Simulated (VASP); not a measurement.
# KI (strained zincblende), r²SCAN single-point calculation: Ansatz's output and VASP's

```
CELL_PARAMETERS angstrom
-0.01322 3.95267 3.95267
3.95267 -0.01322 3.95267
3.95267 3.95267 -0.01322
ATOMIC_POSITIONS crystal
K 0.99983 0.99983 0.99983
I 0.25017 0.25017 0.25017
```

Ansatz printed

```
SCF 1 converged in 6 iterations: F = -9073.649493 eV  dr2 = 8.37e-8
  greatest PAW one-centre occupation: 0.998 electrons in one spin orbital (limit 2), on the I atom at site 1 (counted from 0), in its partial waves of l = 2
NSCF: frozen V_eff on 7 k-points
WARN: The input density's exchange-correlation potential varies sharply where the density is thin. Do not read a vacuum level from v_tot or v_xc, or from such a field of the output density. On a cell that repeats whose density bears no net charge and no dipole along the vacuum's axis use v_es (v_loc + v_h of the components); under efield.dipole_correction with no amplitude use v_es + v_field, which holds any external_charges[].barrier, or the levels of the report's work_function block, which leave it out; under a non-zero efield.amplitude the vacuum is tilted and has no level; on a cell that repeats and bears such a dipole with no correction it is tilted too, and efield.dipole_correction with no amplitude gives each side of its ramp a level where efield: is served; in a cell that repeats whose density bears a net charge (total_charge, or a fill off its count) it is curved and has none; of a slab under crystal.periodic whose density bears no net charge use v_es, which has a level on each side, short of where the two are joined; of another it falls or rises all the way out and has none; of a slab beside external_charges read slab_vacuum_level instead, which it has where they leave it neutral. The grid or the basis barely resolves most such structure, and the values can differ between equally converged runs; as a rule a tighter scf.convergence.dr2_threshold does not remove it. Where the density itself ripples (under the LDA too) a higher basis.ecutwfc lessens it. The files hold the spikes' plane waves up to the density's cutoff. Files: v_tot and the like, and their columns of v_z.tsv (output.write_potential); v_xc and the like, and their columns of v_comp_z.tsv (output.write_potential_components); where files of the output density stand in their place, no point of their own thin density is over the threshold below, and this is of outcome.potential() and, of a run that writes arrays (npy), the arrays of these names. Measured: with its Gaussian average of σ = 0.25 Å subtracted twice, the exchange-correlation potential is over 0.1 eV at 107 of the grid points where the equally averaged density (valence and model cores) is under 1e-3 e/Å³, and 1.20 eV at the most among them, at an averaged density of 9.0e-4 e/Å³. See output.write_potential in the manual, Limitations
SCF converged after 6 iterations
Free energy (F): -9073.649493 eV
Harris-Foulkes:  -9073.649493 eV  (|F-HF|=3.01e-8)
Internal energy: -9073.649493 eV  (E = F + TS)
E sigma→0 (E₀):  -9073.649493 eV
Fermi energy:    -0.588908 eV
--- Per-component energies (eV) ---
  E_band       = -601.582449
  E_kinetic    = 442.469172
  E_local      = -3375.800830  (includes V_loc(G=0)·N_el)
  E_nonlocal   = -77.342937
  E_hartree    = 1584.991244
  E_xc         = -254.739405
  E_vxc        = -326.313075  (∫ρ·V_xc dr)
  E_paw        = -5627.559807  (= ΣΔE_a)
  E_vpaw       = -454.444344  (= ΣTr[D̂ρ^β])
  E_aug_tail   = -0.000031  (compensation charges beyond the density's cutoff)
  E_vtau       = 19.847975  (kinetic-family band-sum trace: ∫τ·v_τ [+ j·A + Jᵃ·Aᵃ] dr)
  E_ewald      = -1765.543767
  E_core_change = -0.123132  (= ΣΔE_core)
  E_smearing   = -0.000000  (= −TS)
  E_closure    = 0.000000  (closes the sum)
  Σ components = -9073.649493   (vs F -9073.649493, Δ=0.00e0)
--- Forces (eV/Å), atoms counted from 1 ---
  atom   1  K     -0.00456988    -0.00456988    -0.00456988
  atom   2  I      0.00458340     0.00458340     0.00458340
  max |Σ_I F_I| component: 1.35e-5 eV/Å
--- Stress (GPa, compression-positive) ---
        0.044002       0.015152       0.015152
        0.015152       0.044002       0.015152
        0.015152       0.015152       0.044002
  P = ⅓ Tr σ = 0.0440 GPa (0.440 kbar)
--- Band table (eV; the first three rows and the last of 32) ---
  k-point 0: bands = ["-43.7895", "-43.7895", "-43.7893", "-43.7874", "-43.7874", "-30.1421", "-12.8626", "-12.8622", "-12.8622", "-10.9031", "-0.5960", "-0.5960", "-0.5898", "3.8886", "7.6181", "7.6181", "8.2442"]
  k-point 1: bands = ["-43.7895", "-43.7895", "-43.7893", "-43.7874", "-43.7874", "-30.1420", "-12.8786", "-12.8634", "-12.8630", "-10.8757", "-0.7287", "-0.5972", "-0.5922", "4.2912", "7.3579", "7.3705", "7.8553"]
  k-point 2: bands = ["-43.7895", "-43.7895", "-43.7893", "-43.7874", "-43.7874", "-30.1418", "-12.9101", "-12.8650", "-12.8646", "-10.8222", "-0.9530", "-0.5999", "-0.5961", "5.1398", "6.9930", "7.1611", "7.1881"]
  k-point 31: bands = ["-43.7895", "-43.7895", "-43.7893", "-43.7874", "-43.7874", "-30.1416", "-12.9260", "-12.8656", "-12.8656", "-10.7951", "-1.0474", "-0.6041", "-0.6041", "5.7118", "6.3961", "7.1294", "7.1294"]
```

Each program uses its own PAW datasets. VASP's cell holds 16 valence electrons and Ansatz's 26. Ansatz's stress includes a Pulay correction; VASP's doesn't.

Question: What does VASP give for the same cell and level of theory?

Answer: gap between bands v and c 4.47 eV; least direct gap 4.47 eV; pressure 0.0 GPa.

From OUTCAR

```
k-points           NKPTS =     32   k-points in BZ     NKDIM =     32   number of bands    NBANDS=     15

   NELECT =      16.0000    total number of electrons

   dimension x,y,z NGX =    42 NGY =   42 NGZ =   42
   dimension x,y,z NGXF=    84 NGYF=   84 NGZF=   84

  energy-cutoff  :      520.00
  volume of cell :      124.13
      direct lattice vectors                 reciprocal lattice vectors
    -0.013219647  3.952674451  3.952674451    -0.125863794  0.126286156  0.126286156
     3.952674451 -0.013219647  3.952674451     0.126286156 -0.125863794  0.126286156
     3.952674451  3.952674451 -0.013219647     0.126286156  0.126286156 -0.125863794

 k-points in reciprocal lattice and weights: KPOINTS created by Atomic Simulation Env
   0.00000000  0.00000000  0.00000000       0.005
   0.16666667  0.00000000  0.00000000       0.028
   0.33333333  0.00000000  0.00000000       0.028
   0.50000000  0.00000000  0.00000000       0.014
   0.16666667  0.16666667  0.00000000       0.028
   0.33333333  0.16666667  0.00000000       0.056
   0.50000000  0.16666667  0.00000000       0.056
  -0.33333333  0.16666667  0.00000000       0.056
   ...

 E-fermi :  -2.4300

 k-point     1 :       0.0000    0.0000    0.0000
  band No.  band energies     occupation
      1     -32.1205      2.00000
      2     -14.8407      2.00000
      3     -14.8403      2.00000
      4     -14.8403      2.00000
      5     -12.8128      2.00000
      6      -2.4988      2.00000
      7      -2.4988      2.00000
      8      -2.4925      2.00000
      9       1.9814      0.00000
     10       5.7036      0.00000
     11       5.7036      0.00000
     12       6.3288      0.00000
     13       6.3288      0.00000
     14       6.3559      0.00000
     15       7.4200      0.00000

 k-point     2 :       0.1667    0.0000    0.0000
  band No.  band energies     occupation
      1     -32.1204      2.00000
      2     -14.8559      2.00000
      3     -14.8415      2.00000
      4     -14.8411      2.00000
      5     -12.7862      2.00000
      6      -2.6319      2.00000
      7      -2.5001      2.00000
      8      -2.4951      2.00000
      9       2.3841      0.00000
     10       5.4438      0.00000
     11       5.4564      0.00000
     12       5.9435      0.00000
     13       6.6688      0.00000
     14       6.6977      0.00000
     15       6.8373      0.00000

 k-point     3 :       0.3333    0.0000    0.0000
  band No.  band energies     occupation
      1     -32.1201      2.00000
      2     -14.8859      2.00000
      3     -14.8431      2.00000
      4     -14.8426      2.00000
      5     -12.7341      2.00000
      6      -2.8570      2.00000
      7      -2.5031      2.00000
      8      -2.4993      2.00000
      9       3.2329      0.00000
     10       5.0856      0.00000
     11       5.2480      0.00000
     12       5.2750      0.00000
     13       6.6867      0.00000
     14       6.7566      0.00000
     15       6.7863      0.00000

 k-point     4 :       0.5000    0.0000    0.0000
  band No.  band energies     occupation
      1     -32.1200      2.00000
      2     -14.9003      2.00000
      3     -14.8439      2.00000
      4     -14.8434      2.00000
      5     -12.7086      2.00000
      6      -2.9538      2.00000
      7      -2.5048      2.00000
      8      -2.5016      2.00000
      9       3.8033      0.00000
     10       4.4820      0.00000
     11       5.2097      0.00000
     12       5.2440      0.00000
     13       6.6867      0.00000
     14       6.7067      0.00000
     15       7.3722      0.00000

 k-point     5 :       0.1667    0.1667    0.0000
  band No.  band energies     occupation
      1     -32.1203      2.00000
      2     -14.8595      2.00000
      3     -14.8424      2.00000
      4     -14.8422      2.00000
      5     -12.7773      2.00000
      6      -2.6456      2.00000
      7      -2.5145      2.00000
      8      -2.5101      2.00000
      9       2.5133      0.00000
     10       4.9106      0.00000
     11       5.9211      0.00000
     12       6.0520      0.00000
     13       6.5687      0.00000
     14       6.5902      0.00000
     15       7.3275      0.00000

 k-point     6 :       0.3333    0.1667    0.0000
  band No.  band energies     occupation
      1     -32.1201      2.00000
      2     -14.8833      2.00000
      3     -14.8443      2.00000
      4     -14.8441      2.00000
      5     -12.7340      2.00000
      6      -2.8057      2.00000
      7      -2.5382      2.00000
      8      -2.5193      2.00000
      9       3.1806      0.00000
     10       4.5883      0.00000
     11       5.4342      0.00000
     12       5.8066      0.00000
     13       6.7930      0.00000
     14       6.8167      0.00000
     15       6.9899      0.00000

 ...

  Total        0.0335153      0.0335153      0.0335153      0.0118618      0.0118618      0.0118618
  in kB        0.4325914      0.4325914      0.4325914      0.1531037      0.1531037      0.1531037
  external PRESSURE =       0.4325914 kB  Pullay stress =       0.0000000 kB

 POSITION                                       TOTAL-FORCE (eV/Angst)
 -----------------------------------------------------------------------------------
      7.89080      7.89080      7.89080        -0.004667     -0.004667     -0.004667
      1.97436      1.97436      1.97436         0.004667      0.004667      0.004667
 -----------------------------------------------------------------------------------
    total drift:                                0.000069      0.000069      0.000069

  FREE ENERGIE OF THE ION-ELECTRON SYSTEM (eV)
  ---------------------------------------------------
  free  energy   TOTEN  =       -33.7136195843 eV

  energy  without entropy=      -33.7136195843  energy(sigma->0) =      -33.71361958
```
